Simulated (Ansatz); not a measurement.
Kick test of a cell of Mg₃Zn₂O₅

The structure comes from a generated guess, relaxed at this level; another structure or a mixture of phases may lie lower.

All numbers below come from DFT PBE, scalar-relativistic, plane waves, PAW in Ansatz 0.2.0. Cutoff 420 eV; k points 12×12×12 on the computed 10-atom cell (Γ-centred); Gaussian smearing, width 0.02 eV; no spin polarisation.

The cell below (10 atoms, space group I4/mmm (No. 139)) is relaxed within its symmetry.

```
Mg Zn O
1.0
    -1.51536    1.51536   10.72062
     1.51536   -1.51536   10.72062
     1.51536    1.51536  -10.72062
Mg Zn O
3 2 5
Cartesian
  0.0000 0.0000 19.3066
  0.0000 0.0000 10.7206
  0.0000 0.0000 2.1346
  0.0000 0.0000 15.0023
  0.0000 0.0000 6.4390
  0.0000 0.0000 17.1778
  0.0000 0.0000 8.6102
  0.0000 0.0000 0.0000
  0.0000 0.0000 12.8311
  0.0000 0.0000 4.2635
```

For the test it was strained at random (σ = 1.5 % a component), the atoms were moved at random (σ = 0.15 Å), and all was relaxed again on a coarse 4×4×4 mesh (in the run’s order of axes) with 0.10 eV smearing, with no symmetry imposed.

Q: Does it come back?

A: It returns, within 1 meV/atom of the unmoved cell on that mesh and with the same symmetry when read at 0.1 Å. No instability shows in this cell; modes of other wave vectors, which need another repeat, aren't tested.
